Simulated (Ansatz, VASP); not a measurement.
# BaTiO3: VASP beside Ansatz

```xyz
5
Lattice="3.9519 0.0000 0.0000 0.0000 3.9519 0.0000 0.0000 0.0000 3.9519" Properties=species:S:1:pos:R:3 pbc="T T T"
Ba    1.9759    1.9759    1.9759
Ti    0.0000    0.0000    0.0000
O     0.0000    0.0000    1.9759
O     0.0000    1.9759    0.0000
O     1.9759    0.0000    0.0000
```

Change from the starting cell: volume scaled by 0.96.

Alike in both runs: task single point; functional PBE; k mesh 7 × 7 × 7; occupations fermi-dirac, width 0.05 eV; no spin polarisation.

```csv
,VASP,Ansatz
version,VASP 6.6.1,Ansatz 0.2.0
potentials or method,"VASP PAW PBE potentials, release 64 (Ba_sv, Ti_sv, O)",Ansatz PAW
plane-wave cutoff (eV),520,420
valence electrons in the cell,40,40
```

Ansatz gave:

| Property | Result |
| --- | --- |
| gap on the k mesh at the Fermi level (eV) | 1.96 |
| least direct gap on the mesh (eV) | 1.96 |
| pressure (GPa) | 9.3 |

Which values does VASP return?

gap on the k mesh at the Fermi level (eV): 1.88; least direct gap on the mesh (eV): 1.93; pressure (GPa): 11.3.

The functional is the same, so the differences come from potentials, cutoffs and numerics.

Caveats: spin-orbit coupling is left out, which moves the levels of the heavy elements; an odd mesh through Γ misses points on the zone boundary, where band edges often lie (VASP); odd divisions of the mesh miss points on the zone boundary, where band edges often lie, so the gap on the mesh can be too wide (Ansatz); the pressure holds a Pulay correction of +0.6 GPa for the finite cutoff (Ansatz).
